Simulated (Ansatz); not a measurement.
**Ge in Ansatz: the effect of functional**

The system is Ge.

```
Ge
1.0
     1.46794   -2.55962    0.00000
     1.46794    2.55962    0.00000
     0.00000    0.00000    4.66370
Ge
2
Direct
  0.33345 0.66655 0.25000
  0.66655 0.33345 0.75000
```

This isn't the form of Ge at room conditions, which is diamond.

The cell isn't the ideal one: volume scaled by 0.96.

Alike in all runs:

* Program: Ansatz 0.2.0
* Task: single point
* Potentials or basis: Ansatz PAW
* k mesh: 10 × 10 × 6
* Occupations: fermi-dirac, width 0.05 eV
* Spin: no spin polarisation

```csv
functional,cutoff,pressure (GPa)
LDA,420 eV (not typed: the program's choice for these potentials),2.1
PBEsol,420 eV (not typed: the program's choice for these potentials),?
r2SCAN,500 eV (not typed: the program's choice for these potentials),5.7
```

Question: What does the run with functional PBEsol give?

Answer: Pressure 4.0 GPa.

Caveats: the PAW data sets come from PBE, with cores solved anew for the run's functional, which leaves a small shift of forces and pressure.

Runs at the PBE level aren't shown here.
